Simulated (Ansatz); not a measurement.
# SnSe: the cost of one run

Computed with Ansatz 0.2.0 through its Python package. Level of theory: DFT LDA, plane waves, PAW.

## 1. Starting point

It takes space group P4/nmm (No. 129, tetragonal). Conventional cell: a = 4.285 Å, b = 4.285 Å, c = 10.991 Å, α = 90.00°, β = 90.00°, γ = 90.00°. Around Sn (site symmetry 4mm) lie 5 Se at 2.68 to 3.03 Å. Se (site symmetry 4mm) is surrounded by 5 Sn at 2.68 to 3.03 Å.

The script holds or builds the structure itself.

## 2. The script

snse_strain.py

```python
"""A rhombohedral strain scan of SnSe."""

import ansatz as az
import matplotlib.pyplot as plt
import numpy as np

vectors0 = np.array([
    [4.28533, 0.0, 0.0],
    [0.0, 4.28533, 0.0],
    [0.0, 0.0, 10.99069],
])
sites = [
    ("Sn", (0.5, 0.0, 0.37223)),
    ("Sn", (0.0, 0.5, 0.62777)),
    ("Se", (0.5, 0.0, 0.61604)),
    ("Se", (0.0, 0.5, 0.38396)),
]


def make_crystal(cell):
    crystal = az.Crystal(lattice=az.Lattice.of(cell))
    for symbol, position in sites:
        crystal = crystal.atom(symbol, position)
    return crystal

# clamped ions: the fractional positions stay as typed
values = np.linspace(-0.02, 0.02, 7)
energies = []
for d in values:
    strain = d / 2 * (np.ones((3, 3)) - np.eye(3))
    cell = vectors0 @ (np.eye(3) + strain)
    job = (
        make_crystal(cell).calculation()
        .pseudopotentials("paw")
        .functional("lda")
        .occupations("gaussian", width=0.02)
        .basis(520)
        .kpoints(6, 6, 2)
    )
    r = job.run().report
    energies.append(r["free_energy_ev"] / len(sites))
    print(f"d = {d:+.4f}  F = {energies[-1]:.5f} eV/atom")
energies = np.array(energies)

for value, e in zip(values, energies):
    print(f"strain {value:7.3f}   E - Emin = {1000 * (e - energies.min()):9.3f} meV/atom")
plt.figure(figsize=(4.5, 3))
plt.plot(values, 1000 * (energies - energies.min()), "o-")
plt.xlabel("strain")
plt.ylabel("meV/atom")
plt.tight_layout()
plt.savefig("strain.png", dpi=100)
curvature = 2 * np.polyfit(values, energies, 3)[1]
volume = abs(np.linalg.det(vectors0)) / len(sites)
print(f"d2E/dd2 over the volume: {curvature / volume * 160.21766:.1f} GPa")
```

## 3. The calls as engine input

The engine receives this input (first run):

```yaml
crystal:
  lattice:
    - [4.28533, -0.042853300000000004, -0.042853300000000004]
    - [-0.042853300000000004, 4.28533, -0.042853300000000004]
    - [-0.10990690000000002, -0.10990690000000002, 10.99069]
  atoms:
    - { symbol: Sn, position: [0.5, 0.0, 0.37223] }
    - { symbol: Sn, position: [0.0, 0.5, 0.62777] }
    - { symbol: Se, position: [0.5, 0.0, 0.61604] }
    - { symbol: Se, position: [0.0, 0.5, 0.38396] }
basis:
  ecutwfc: 520.0
kpoints:
  mp_grid:
    grid: [6, 6, 2]
hamiltonian:
  xc: lda
  pseudopotentials:
    kind: paw
scf:
  occupations:
    method: gaussian
    width: 0.02
```

## 4. Running it

Command:

```sh
python snse_strain.py
```

**Question.** How long does this script take on 1 thread of Arm Neoverse V2, shared host, and how much memory does it need?

About 65 s, with a peak of 0.58 GiB.
